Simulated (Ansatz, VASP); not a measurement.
**One calculation of Hf, two programs**

The input POSCAR:

```
Hf
1.0
    2.9138100000      0.0000000000      0.0000000000
    0.0000000000      2.9138100000      0.0000000000
    0.0000000000      0.0000000000      2.9138100000
Hf
1
Direct
    0.5000000000      0.5000000000      0.5000000000
```

INCAR.step1

```
SYSTEM = Hf
ALGO     = Normal         ! electronic algorithm
EDIFF    = 1E-5           ! SCF threshold, eV
ENCUT    = 520            ! plane-wave cutoff, eV
GGA      = PE             ! functional
ISIF     = 2              ! what is computed and relaxed
ISMEAR   = -1             ! smearing method
LASPH    = .True.         ! aspherical terms in the spheres
LREAL    = .False.        ! projectors in reciprocal space
LWAVE    = .True.         ! write WAVECAR
NBANDS   = 11             ! bands
NELM     = 60             ! most SCF steps
PREC     = Accurate       ! precision mode
SIGMA    = 0.05           ! smearing width, eV
```

File INCAR.step2:

```
SYSTEM = Hf
AEXX     = 0.25           ! exact-exchange fraction
ALGO     = Normal         ! electronic algorithm
EDIFF    = 1E-6           ! SCF threshold, eV
ENCUT    = 520            ! plane-wave cutoff, eV
GGA      = PE             ! functional
HFSCREEN = 0.3            ! screening, 1/A
ISIF     = 2              ! what is computed and relaxed
ISMEAR   = -1             ! smearing method
ISTART   = 1            
LASPH    = .True.         ! aspherical terms in the spheres
LCHARG   = .True.         ! write CHGCAR
LELF     = .True.         ! ELF
LHFCALC  = .True.         ! exact exchange
LREAL    = .False.        ! projectors in reciprocal space
LVHAR    = .True.       
LWAVE    = .False.        ! write WAVECAR
NBANDS   = 11             ! bands
NELM     = 60             ! most SCF steps
PREC     = Accurate       ! precision mode
PRECFOCK = Normal       
SIGMA    = 0.05           ! smearing width, eV
```

Contents of KPOINTS:

```
k-points
0
Gamma
  5 5 5
  0 0 0
```

Contents of input:

```
crystal:
  lattice:
    - [2.91381, 0.0, 0.0]
    - [0.0, 2.91381, 0.0]
    - [0.0, 0.0, 2.91381]
  atoms:
    - { symbol: Hf, position: [0.5, 0.5, 0.5] }
hamiltonian:
  xc: { exchange: pbe, correlation: pbe, exx: { coeff: 0.25, omega: 0.3 } }
  pseudopotentials: { kind: paw }
kpoints:
  mp_grid: { grid: [5, 5, 5] }
  band_path:
    path:
      - [[0.0, 0.0, 0.0], [0.0, 0.5, 0.0], [0.5, 0.5, 0.0], [0.0, 0.0, 0.0], [0.5, 0.5, 0.5], [0.0, 0.5, 0.0]]
      - [[0.5, 0.5, 0.0], [0.5, 0.5, 0.5]]
    npoints: 4
scf:
  occupations: { method: fermi_dirac, width: 0.05 }
  n_extra_bands: 6
output:
  forces: true
  stress: true
  eigenvalues: true
  fatbands: false
```

The cell was built by a generator and needn't be a form met in nature.

Alike in both runs: functional PBE-based screened hybrid; k mesh 5 × 5 × 5; occupations fermi-dirac, width 0.05 eV; no spin polarisation.

|  | VASP | Ansatz |
| --- | --- | --- |
| version | VASP 6.6.1 | Ansatz 0.2.0 |
| potentials or method | VASP PAW PBE potentials, release 64 (Hf_pv) | Ansatz PAW |
| plane-wave cutoff (eV) | 520 | 420 |
| valence electrons in the cell | 10 | 26 |
| task | single point | band structure |

|  | VASP | Ansatz | Ansatz less VASP |
| --- | --- | --- | --- |
| gap on the k mesh at the Fermi level (eV) | none | none | - |
| pressure (GPa) | 0.1 | 1.6 | +1.48 |

A gap of «none» marks a metal or a gap that the smearing closes. With one functional, cell and mesh, what is left measures potentials, basis and numerics. The two sets of potentials don't hold the same shells in valence.

Caveats: the k mesh is coarse (spacing up to 0.43 Å⁻¹), so the values aren't converged (VASP); the PAW data sets were made with another functional, which shifts forces and pressure a little (VASP); the k mesh is coarse (spacing up to 0.43 Å⁻¹), so the values aren't converged, least of all with exact exchange (Ansatz); spin-orbit coupling is left out, which moves the levels of the heavy elements (Ansatz); the PAW data sets come from PBE, with cores solved anew for the run's functional, which leaves a small shift of forces and pressure (Ansatz); the thresholds are loose for stress (Ansatz). The runs have no spin-orbit coupling, so splittings on Hf are missing.
